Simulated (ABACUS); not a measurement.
# MoS2: equation of state with PBEsol

MoS2, a slab with vacuum:

```
Mo S
1.0
     3.18413    0.00000    0.00000
    -1.59206    2.75753    0.00000
     0.00000    0.00000   17.33460
Mo S
1 2
Direct
  0.00000 0.00000 0.00000
  0.33333 0.66667 0.91051
  0.33333 0.66667 0.08949
```

```yaml
Program: ABACUS 3.10.1
Task: equation of state
Functional: PBEsol
Potentials_or_basis: PseudoDojo NC SR 0.4.1 PBEsol standard
Cutoff: 1102 eV
Density_cutoff: 4408 eV
Basis: plane waves
k_mesh: 10 × 10 × 2
Occupations: fermi-dirac, width 0.05 eV
Spin: no spin polarisation
```

- Equilibrium volume: 49.65 Å³/atom
- Bulk modulus at fixed shape and positions: 55 GPa
- Pressure derivative of the bulk modulus: 4.4

Energy against volume, from the lowest point:
```
volume (Å³/atom)  energy (meV/atom)
          47.690              14.21
          48.705               3.17
          49.720               0.00
          50.735               3.87
          51.749              14.06
          52.764              29.89
          53.779              50.79
```

All runs of the series together: 4.6 min on 4 threads of AMD EPYC 7R43 64-Core Processor (Zen 3) (shared host).

Caveat: the cell was scaled at fixed shape and fractional positions, which overstates the stiffness of a crystal with free parameters, most of all of layers and chains.
